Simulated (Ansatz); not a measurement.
ZrS2: clamped-ion strain scan

Method: DFT PBE+D3(BJ), scalar-relativistic, plane waves, PAW (Ansatz). The runs took a 420 eV cutoff, a Γ-centred 12×12×6 mesh and Gaussian smearing (0.05 eV). No spin polarisation. Energies are free energies at this smearing, counted from the undisturbed cell; pressure is positive in compression.

Reference structure (relaxed at this level):

```
CELL_PARAMETERS angstrom
3.63502 0.00000 0.00000
-1.81751 3.14802 0.00000
0.00000 0.00000 5.72275
ATOMIC_POSITIONS crystal
Zr 0.00000 0.00000 0.00000
S 0.33333 0.66667 0.25525
S 0.66667 0.33333 0.74475
```

The cell is strained by ε times the Voigt pattern (1, 1, 0, 0, 0, 0) (xx, yy, zz, yz, xz, xy; engineering shear) with fractional coordinates fixed.

```csv
ε,ΔE (meV/atom),"stress summed along the pattern (GPa, tension positive)",pressure (GPa),gap on the mesh (eV)
-0.1000,411.6,-74.38,32.7,0.00
-0.0750,218.9,-50.38,21.9,0.05
-0.0500,91.7,-30.04,13.0,0.39
-0.0250,?,?,5.8,0.59
0.0000,0.0,0.07,0.0,0.66
0.0250,19.7,10.89,-4.6,0.71
0.0500,?,?,-8.3,0.74
0.0750,157.5,26.30,-11.1,0.76
0.0875,?,29.10,?,0.74
0.1000,265.1,31.56,-13.2,0.72
```

Where the gap reads zero the k-mesh, chosen for the insulator, is on the coarse side.

Problem. Give the withheld values.

Solution. ΔE (meV/atom) at ε = -0.0250: 21.5; stress summed along the pattern (GPa, tension positive) at ε = -0.0250: -13.41; ΔE (meV/atom) at ε = 0.0500: 74.0; stress summed along the pattern (GPa, tension positive) at ε = 0.0500: 19.51; ΔE (meV/atom) at ε = 0.0875: 208.5; pressure (GPa) at ε = 0.0875: -12.2.